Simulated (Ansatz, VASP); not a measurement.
## AlN: VASP beside Ansatz

INCAR

```
SYSTEM = AlN
PREC = Accurate
ENCUT = 520
EDIFF = 1E-7
ISMEAR = 0
SIGMA = 0.05
LREAL = .False.
LASPH = .True.
NELM = 100
ALGO = Normal
ISIF = 2
LWAVE = .False.
LCHARG = .False.
GGA = CA
NBANDS = 16
```

KPOINTS

```
Automatic mesh
0
Gamma
  9 9 6
  0 0 0
```

File POSCAR:

```
AlN
1.0
    3.0629797860      0.0000000000      0.0000000000
   -1.5314898930      2.6526183059      0.0000000000
    0.0000000000      0.0000000000      4.9025525410
Al N
2 2
Direct
    0.3240411434      0.6666666667      0.0015210182
    0.6759588566      0.3333333333      0.5015210182
    0.3416263521      0.6666666667      0.3834789818
    0.6583736479      0.3333333333      0.8834789818
```

Input for Ansatz:

```yaml
crystal:
  lattice:
    - [3.062979786, 0.0, 0.0]
    - [-1.531489893, 2.6526183059, 0.0]
    - [0.0, 0.0, 4.902552541]
  atoms:
    - { symbol: Al, position: [0.3240411434, 0.6666666667, 0.0015210182] }
    - { symbol: Al, position: [0.6759588566, 0.3333333333, 0.5015210182] }
    - { symbol: "N", position: [0.3416263521, 0.6666666667, 0.3834789818] }
    - { symbol: "N", position: [0.6583736479, 0.3333333333, 0.8834789818] }
basis:
  ecutwfc: 520.0
kpoints:
  mp_grid: { grid: [9, 9, 6] }
hamiltonian:
  xc: lda
  pseudopotentials: { kind: paw, azcp: { folder: soft_1 } }
scf:
  occupations: { method: gaussian, width: 0.05 }
output:
  forces: true
  stress: true
  eigenvalues: true
```

Change from the starting cell: mode 4 frozen in at -0.029 Å, equal normal strain along x, y and z -0.0083.

Alike in both runs: task single point; functional LDA; k mesh 9 × 9 × 6; occupations gaussian, width 0.05 eV; no spin polarisation.

|  | VASP | Ansatz |
| --- | --- | --- |
| version | VASP 6.6.1 | Ansatz 0.2.0 |
| potentials or method | VASP PAW LDA potentials, release 64 (Al, N) | scalar-relativistic, plane waves, PAW |
| plane-wave cutoff (eV) | 520 | 520 |
| valence electrons in the cell | 16 | 16 |

```csv
,VASP,Ansatz,Ansatz less VASP
gap on the k mesh at the Fermi level (eV),4.64,4.63,-0.009
least direct gap on the mesh (eV),4.64,4.63,-0.009
pressure (GPa),6.2,5.5,-0.74
largest component of the traceless stress (GPa),0.28,0.25,-0.031
rms of the force components (eV/Å),0.073,0.073,+0.0001
```

Atom by atom the forces differ by 0.001 eV/Å (rms over components). Ansatz warned: «pseudo_functional_mismatch».

Caveats: an odd mesh through Γ misses points on the zone boundary, where band edges often lie.
